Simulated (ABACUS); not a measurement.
Crystal: HgTe (Coloradoite).

```
Hg Te
1.0
     0.00000    3.21450    3.21450
     3.21450    0.00000    3.21450
     3.21450    3.21450    0.00000
Hg Te
1 1
Direct
  0.00000 0.00000 0.00000
  0.75000 0.75000 0.75000
```

Base run:

```yaml
Program: ABACUS 3.10.1
Functional: PBEsol
Potentials_or_basis: SG15 ONCV 1.2 PBE
Cutoff: 1129 eV
Density_cutoff: 4517 eV
Basis: plane waves
k_mesh: 7 × 7 × 7
Occupations: fermi-dirac, width 0.05 eV
Spin: no spin polarisation
```

Its results: band gap on the k mesh none (metal or under the smearing width); pressure 1.7 GPa.

The run is repeated on the same cell with these changes: functional from PBEsol to LDA. What comes out?

Band gap on the k mesh none (metal or under the smearing width); pressure 0.0 GPa.

LDA binds more tightly than PBEsol, so the same cell stands under less pressure.

Caveats: the potentials were made for another functional, which shifts forces and pressure.

Not every run made on this cell is shown here.
